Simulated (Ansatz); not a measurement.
The system is In.

```
In
1.0
    -1.62547    1.62547    2.47370
     1.62547   -1.62547    2.47370
     1.62547    1.62547   -2.47370
In
1
Direct
  0.00000 0.00000 0.00000
```

Below is the output of Ansatz 0.2.0 for this cell. Logs are shortened: lines on timing, memory, paths and dates and some standing lists are left out, and cuts for length are marked.

```text
Warning: RAYON_NUM_THREADS=2 ignored (pool sized by the plan → 2); use --threads N
Engine: ansatz 0.2.0, aarch64-unknown-linux-gnu
Pseudopotentials: kind: paw
Pseudopotential: In, paw, valence charge 13, recommended cutoff 420 eV (normal), In.paw.azcp
Functional definition: PBE
  parameter kappa = 0.804
  parameter beta = 0.06672455060314922
  exchange = pbe_x(kappa = kappa, mu = beta*pi^2/3)
  correlation = pbe_c(beta = beta)
Crystal: 1 atoms, lattice volume = 26.144 Å³
Basis set: ecut = 420 eV, 533 PW (Γ), exchange–correlation on 48×48×48 points (8 copies of the dense FFT grid, shifted against one another)
Bands: 11, of which v1, the nominal top of the filled ones, is band 7 counted from 1 (6 counted from 0)
Symmetry: 16 space group operations
Space group: I4/mmm (ITA 139), of the structure as read, at distance tolerance 3.0e-5 Å
k-points: 126 of 1331
Non-local potential: In, projectors of the file, l = 0: 2, l = 1: 2, l = 2: 2, l = 3: 2
PAW form: soft (Blöchl's): semilocal exchange-correlation on the pseudo side does not see the compensation charge
PAW one-centre angular grid: In, 590 points (default); XC on 64 Gauss nodes
Initial density: superposition of atomic densities (neutral atoms: chi_scale 0, normalization atom), corrected by the library's trained network
Initial wavefunctions: pseudopotential atomic-orbital guess
Functional: x = pbe(κ = 0.804, μ = 0.2195149727645171), c = pbe(β = 0.06672455060314922)
SCF iter   1: F=—  HF=-5597.835857 eV  |F-HF|=—  |Δ(HF+E_count)|=         —  Δρ=9.84e-4  dr2=1.72e-4  ethr=1.77e-3  ⟨swp⟩=6.0  Hψ=8410  notcnv=0
preconditioner: auto → none  [insulator: Δε(μ)=0.038 eV  Ē_g=19.724 eV  σ=0.013 eV  W_gap=0.93  n_scr=8 (ndim 8)  ℏωp=26.2 eV  f_vac=0.000  D(μ)=0.19/eV (n_scr^D=0)  ε∞_Penn≈2.8]
SCF iter   2: F=—  HF=-5597.835294 eV  |F-HF|=—  |Δ(HF+E_count)|=   5.63e-4  Δρ=4.13e-4  dr2=3.20e-5  ethr=1.32e-6  ⟨swp⟩=2.6  Hψ=3483  notcnv=0  defer=1
SCF iter   3: F=—  HF=-5597.835306 eV  |F-HF|=—  |Δ(HF+E_count)|=   1.20e-5  Δρ=1.84e-4  dr2=5.19e-6  ethr=2.46e-7  ⟨swp⟩=2.0  Hψ=2086  notcnv=0  defer=1
SCF iter   4: F=—  HF=-5597.835304 eV  |F-HF|=—  |Δ(HF+E_count)|=   2.37e-6  Δρ=5.51e-5  dr2=4.25e-7  ethr=4.00e-8  ⟨swp⟩=2.2  Hψ=2063  notcnv=0  defer=1
iter 5 did not close the SCF: its close was put off for the readings that it lacked (scf_convergence_deferred on its scf_iter line)
SCF iter   5: F=-5597.835304 eV  HF=-5597.835304 eV  |F-HF|=5.05e-9  |Δ(HF+E_count)|=   1.75e-7  Δρ=5.84e-6  dr2=4.66e-9  ethr=3.27e-9  ⟨swp⟩=2.1  Hψ=1992  notcnv=0  defer=1
SCF iter   6: F=-5597.835304 eV  HF=-5597.835304 eV  |F-HF|=6.37e-12  |Δ(HF+E_count)|=   2.44e-9  Δρ=2.16e-7  dr2=5.78e-12  ethr=3.59e-11  ⟨swp⟩=3.4  Hψ=5010  notcnv=0
SCF 1 converged in 6 iterations: F = -5597.835304 eV  dr2 = 5.78e-12
  greatest PAW one-centre occupation: 0.981 electrons in one spin orbital (limit 2), on the In atom at site 0 (counted from 0), in its partial waves of l = 2
SCF converged after 6 iterations
Free energy (F): -5597.835304 eV
Harris-Foulkes:  -5597.835304 eV  (|F-HF|=6.37e-12)
Internal energy: -5597.835288 eV  (E = F + TS)
E sigma→0 (E₀):  -5597.835296 eV
Entropy (-TS):   -0.000016 eV (-0.016 meV/atom)
Fermi energy:    10.306546 eV
--- Per-component energies (eV) ---
  E_band       = -23.275768
  E_kinetic    = 241.440481
  E_local      = -1074.596123  (includes V_loc(G=0)·N_el)
  E_nonlocal   = 366.075355
  E_hartree    = 421.413445
  E_xc         = -216.067289
  E_vxc        = -100.074578  (∫ρ·V_xc dr)
  E_paw        = -4152.134035  (= ΣΔE_a)
  E_vpaw       = -298.947764  (= ΣTr[D̂ρ^β])
  E_aug_tail   = 0.000025  (compensation charges beyond the density's cutoff)
  E_ewald      = -1183.967147
  E_smearing   = -0.000016  (= −TS)
  E_closure    = 0.000000  (closes the sum)
  Σ components = -5597.835304   (vs F -5597.835304, Δ=0.00e0)
--- Forces (eV/Å), atoms counted from 1 ---
  atom   1  In     0.00000000     0.00000000     0.00000000
  max |Σ_I F_I| component: 1.97e-31 eV/Å
--- Stress (GPa, compression-positive) ---
        2.237336      -0.000000      -0.000000
       -0.000000       2.237336       0.000000
       -0.000000       0.000000       1.575116
  P = ⅓ Tr σ = 2.0166 GPa (20.166 kbar)
--- Band table (eV; the first three rows and the last of 126) ---
  k-point 0: bands = ["-4.4392", "-4.3347", "-4.3347", "-4.2541", "-4.1486", "0.7197", "20.8169", "20.8169", "20.9901", "21.8365", "24.2136"]
  k-point 1: bands = ["-4.4039", "-4.3537", "-4.3135", "-4.2458", "-4.1628", "0.9731", "19.4456", "19.6386", "19.9645", "20.8746", "25.5739"]
  k-point 2: bands = ["-4.4047", "-4.3067", "-4.2600", "-4.2551", "-4.1713", "1.7407", "17.4404", "17.6915", "18.3716", "19.5954", "21.7796"]
  k-point 125: bands = ["-4.5927", "-4.4782", "-4.0578", "-4.0369", "-4.0204", "7.4283", "7.7496", "13.6552", "15.1537", "18.5362", "20.0105"]
```

**Question.** What input gives this log?

**Answer.** Single point with PBE, no spin polarisation. The files as run (others can give the same):

input.yaml
```yaml
crystal:
  lattice:
    - [-1.62547, 1.62547, 2.4737]
    - [1.62547, -1.62547, 2.4737]
    - [1.62547, 1.62547, -2.4737]
  atoms:
    - { symbol: In, position: [0.0, 0.0, 0.0] }
hamiltonian:
  xc: pbe
  pseudopotentials: { kind: paw }
kpoints:
  mp_grid: { grid: [11, 11, 11] }
scf:
  occupations: { method: gaussian, width: 0.013 }
output:
  forces: true
  stress: true
  eigenvalues: true
```

Potentials or basis: Ansatz PAW.
Command:
```console
$ ansatz run input.yaml --threads 2 --pin off --max-ram 5632MiB --backend cpu --events-out ev --progress --plain --runs-dir out
```
